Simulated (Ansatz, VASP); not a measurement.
## Nb in VASP and in Ansatz

The input INCAR:

```
SYSTEM = Nb
PREC     = Accurate       ! precision mode
ENCUT    = 520            ! plane-wave cutoff, eV
EDIFF    = 1E-6           ! SCF threshold, eV
ISMEAR   = -1             ! smearing method
SIGMA    = 0.1            ! smearing width, eV
LREAL    = .False.        ! projectors in reciprocal space
LASPH    = .True.         ! aspherical terms in the spheres
NELM     = 100            ! most SCF steps
ALGO     = Normal         ! electronic algorithm
ISIF     = 2              ! what is computed and relaxed
LWAVE    = .False.        ! write WAVECAR
LCHARG   = .True.         ! write CHGCAR
GGA      = B5             ! functional
ALDAX    = 1.0          
AGGAX    = 1.0          
AGGAC    = 1.0          
ALDAC    = 0.0          
LELF     = .True.         ! ELF
LVHAR    = .True.       
NBANDS   = 12             ! bands
```

Contents of KPOINTS:

```
regular mesh
0
Gamma
  22 22 22
  0 0 0
```

Contents of POSCAR:

```
Nb
1.0
   -1.6298364022      1.6298364022      1.6298364022
    1.6298364022     -1.6298364022      1.6298364022
    1.6298364022      1.6298364022     -1.6298364022
Nb
1
Direct
    0.0000000000      0.0000000000      0.0000000000
```

Input for Ansatz:

```yaml
crystal:
  lattice:
    - [-1.6298364022, 1.6298364022, 1.6298364022]
    - [1.6298364022, -1.6298364022, 1.6298364022]
    - [1.6298364022, 1.6298364022, -1.6298364022]
  atoms:
    - { symbol: Nb, position: [0.0, 0.0, 0.0] }
hamiltonian:
  xc: blyp
  pseudopotentials:
    kind: paw
    azcp:
      Nb: "pseudopotentials/Nb.paw.azcp"
basis:
  ecutwfc: 420
  fft_grid_basis: typed
kpoints:
  mp_grid: { grid: [22, 22, 22], shift: [0, 0, 0] }
magnetization:
  spin_polarized: false
scf:
  occupations: { method: fermi_dirac, width: 0.1 }
output:
  stress: true
```

Alike in both runs: task single point; functional BLYP; k mesh 22 × 22 × 22; occupations fermi-dirac, width 0.1 eV; no spin polarisation.

```csv
,VASP,Ansatz
version,VASP 6.6.1,Ansatz 0.2.0
potentials or method,"VASP PAW PBE potentials, release 64 (Nb_sv)","plane waves (420 eV) with PAW, scalar-relativistic"
plane-wave cutoff (eV),520,420
valence electrons in the cell,13,13
```

VASP gave:

| Quantity | Value |
| --- | --- |
| pressure (GPa) | 15.5 |

**Question.** What did Ansatz give for the same quantities?

**Answer.** Pressure (GPa): 15.6.

The functional is the same, so the differences come from potentials, cutoffs and numerics.

Caveats: so large a pressure means that the cell lies far from this level's equilibrium, or that cutoff or potentials fall short (VASP); the potentials were made for another functional, which shifts forces and pressure (VASP).
